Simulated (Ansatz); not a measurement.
BaS: pressure against volume scale

All results are calculated (Ansatz 0.2.0). Periodic Kohn-Sham DFT of a crystal at fixed atoms, scaled to volume_scale times the given cell; pressure positive in compression, energy less spherical unpolarised free atoms, largest_vzz the field gradient of largest size among the nuclei.

The cell before it is scaled or strained (space group Fm-3m, No. 225):
```
CELL_PARAMETERS angstrom
0.00000 3.19370 3.19370
3.19370 0.00000 3.19370
3.19370 3.19370 0.00000
ATOMIC_POSITIONS crystal
Ba 0.00000 0.00000 0.00000
S 0.50000 0.50000 0.50000
```

Settings of every row: method frozen-core PAW; functional PBE; relativity scalar; k mesh 8x8x8; filling fermi-dirac; smearing width 0.02 eV; wave cutoff 420 eV; paw set soft_2.

Atom start moment: 0 on all atoms.

Limits: no spin-orbit coupling on heavy atoms.

```
row  volume scale  V (Å³/atom)  pressure (GPa)
  1          0.94        30.62           4.053
  2          0.95       30.946           3.442
  3          0.96       31.275           2.862
  4          0.98       31.926           1.794
  5          0.99       32.252               ?
  6             1       32.576           0.834
  7          1.01       32.901           0.392
  8          1.02       33.229          -0.027
  9          1.04       33.878          -0.801
 10          1.05       34.207          -1.158
 11          1.06       34.529          -1.496
```

Question: what pressure should row 5 give?

Worked fit of pressure. Take u = (V_r/V)^(2/3) − 1 with V_r = 32.739 Å³ an atom, which is twice the finite (Eulerian) strain; such expansions in the strain, on which the Birch-Murnaghan equation of state is built, carry the rest volume and the bulk modulus. The shown rows have u = 0.04562, 0.03826, 0.03097, 0.01691, 0.00333, -0.00329, -0.00986, -0.02254, -0.02882, -0.03487. Least squares give pressure = 0.6108 + 66.868 × u + 187.44 × u² GPa; a straight line predicts inner rows, each left out in turn, worse (root mean square 0.11 against 0.0023 GPa). The rows lie off it by 0.002, -0.002, 0.001, -0.001, -0.002, -0.001, 0.003, 0.000, 0.003, -0.003. The pressure vanishes at u = -0.0094, or V = 33.21 Å³ an atom, and there the bulk modulus at fixed shape and fractions is B = −V dP/dV = (2/3)(1 + u) dP/du = 41.8 GPa. The withheld row has u = 0.01004, so the fit gives 0.6108 + 66.868 × (0.01004) + 187.44 × (0.01004)² = 1.301 GPa.

The calculation gave 1.301 GPa. The fit meets it to the printed digit.
